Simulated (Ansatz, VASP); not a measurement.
## Be in VASP and in Ansatz

The input INCAR:

```
PREC = Accurate
ENCUT = 520
EDIFF = 1E-7
ISMEAR = -1
SIGMA = 0.05
LREAL = F
LASPH = T
NELM = 60
ALGO = Normal
ISIF = 2
LWAVE = F
LCHARG = F
GGA = PE
NBANDS = 7
```

KPOINTS

```
Automatic mesh
0
Gamma
  14 14 14
```

The input POSCAR:

```
Be
1.0
    0.0000000000      1.5790500000      1.5790500000
    1.5790500000      0.0000000000      1.5790500000
    1.5790500000      1.5790500000      0.0000000000
Be
1
Direct
    0.0000000000      0.0000000000      0.0000000000
```

Contents of input.yaml:

```yaml
crystal:
  lattice:
    - [0.0, 1.57905, 1.57905]
    - [1.57905, 0.0, 1.57905]
    - [1.57905, 1.57905, 0.0]
  atoms:
    - { symbol: Be, position: [0.0, 0.0, 0.0] }
hamiltonian:
  xc: pbe
  pseudopotentials: { kind: paw }
kpoints:
  mp_grid: { grid: [14, 14, 14] }
scf:
  occupations: { method: fermi_dirac, width: 0.05 }
output:
  forces: true
  stress: true
  eigenvalues: true
```

The cell was built by a generator and needn't be a form met in nature.

Alike in both runs: task single point; functional PBE; k mesh 14 × 14 × 14; occupations fermi-dirac, width 0.05 eV; no spin polarisation.

|  | VASP | Ansatz |
| --- | --- | --- |
| version | VASP 6.6.1 | Ansatz 0.2.0 |
| potentials or method | VASP PAW PBE potentials, release 64 (Be) | Ansatz PAW |
| plane-wave cutoff (eV) | 520 | 420 |
| valence electrons in the cell | 2 | 2 |

VASP gave:

| Quantity | Value |
| --- | --- |
| gap on the k mesh at the Fermi level (eV) | none |
| pressure (GPa) | 0.0 |

Q: Estimate Ansatz's values.

A: gap on the k mesh at the Fermi level (eV): none; pressure (GPa): -0.2.

A gap of «none» marks a metal or a gap that the smearing closes. The functional is the same, so the differences come from potentials, cutoffs and numerics.
